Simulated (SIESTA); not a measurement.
C: band structure with BLYP

C:

```
C
1.0
     2.52210    0.00000    0.00000
    -1.26105    2.18420    0.00000
     0.00000    0.00000   12.35570
C
12
Direct
  0.66667 0.33333 0.35417
  0.33333 0.66667 0.85417
  0.66667 0.33333 0.14583
  0.33333 0.66667 0.64583
  0.66667 0.33333 0.47917
  0.33333 0.66667 0.97917
  0.66667 0.33333 0.02083
  0.33333 0.66667 0.52083
  0.00000 0.00000 0.81250
  0.00000 0.00000 0.31250
  0.00000 0.00000 0.68750
  0.00000 0.00000 0.18750
```

This is a hexagonal form of diamond, not graphite.

```
Program             : SIESTA 5.4.2
Task                : band structure
Functional          : BLYP
Potentials or basis : PseudoDojo 0.4 standard (PBE files)
Basis               : DZP (energy shift 0.003 Ry)
Grid cutoff         : 500 Ry
Energy shift        : 0.003 Ry
k mesh              : 12 × 12 × 3
Occupations         : fermi-dirac, width 0.05 eV
Spin                : no spin polarisation
```

The pressure is 25.1 GPa and the largest force is 0.337 eV/Å. The band gap on the k mesh is 4.75 eV, indirect (least direct gap 5.52 eV) and the band gap along the path is 4.73 eV, indirect (least direct gap 5.52 eV).

Forces on the atoms (eV/Å):
```
C    0.000  0.000  0.308
C    0.000  0.000  0.308
C    0.000  0.000 -0.308
C    0.000  0.000 -0.308
C    0.000  0.000 -0.029
C    0.000  0.000 -0.029
C    0.000  0.000  0.029
C    0.000  0.000  0.029
C    0.000  0.000  0.337
C    0.000  0.000  0.337
C    0.000  0.000 -0.337
C    0.000  0.000 -0.337
```

Stress tensor (GPa, compression positive):
```
22.33  0.00  0.00
 0.00 22.34  0.00
 0.00  0.00 30.53
```

Levels at the corners of the path, in eV from the valence-band top:
| point | band 22 | band 23 | band 24 | band 25 | band 26 | band 27 |
| --- | --- | --- | --- | --- | --- | --- |
| Γ | -0.14 | 0.00 | 0.00 | 5.52 | 5.52 | 5.87 |
| M | -3.99 | -3.55 | -2.86 | 4.95 | 5.52 | 5.70 |
| K | -4.71 | -4.48 | -4.48 | 6.06 | 6.06 | 6.73 |
| Γ | -0.14 | 0.00 | 0.00 | 5.52 | 5.52 | 5.87 |
| A | -0.32 | -0.32 | -0.32 | 5.90 | 5.90 | 5.90 |
| L | -3.70 | -3.20 | -3.20 | 5.12 | 5.12 | 6.31 |
| H | -5.20 | -4.69 | -4.69 | 6.28 | 6.28 | 7.56 |
| A | -0.32 | -0.32 | -0.32 | 5.90 | 5.90 | 5.90 |
| L | -3.70 | -3.20 | -3.20 | 5.12 | 5.12 | 6.31 |
| M | -3.99 | -3.55 | -2.86 | 4.95 | 5.52 | 5.70 |
| K | -4.71 | -4.48 | -4.48 | 6.06 | 6.06 | 6.73 |
| H | -5.20 | -4.69 | -4.69 | 6.28 | 6.28 | 7.56 |

Wall time 2.8 min on 1 thread of Intel(R) Xeon(R) 6975P-C (Granite Rapids) (shared host), peak memory 0.48 GiB.

Caveat: so large a pressure means that the cell lies far from this level's equilibrium, or that cutoff or potentials fall short; the potentials were made for another functional, which shifts forces and pressure; the basis of atomic orbitals isn't converged, which shifts pressures, moduli and gaps.
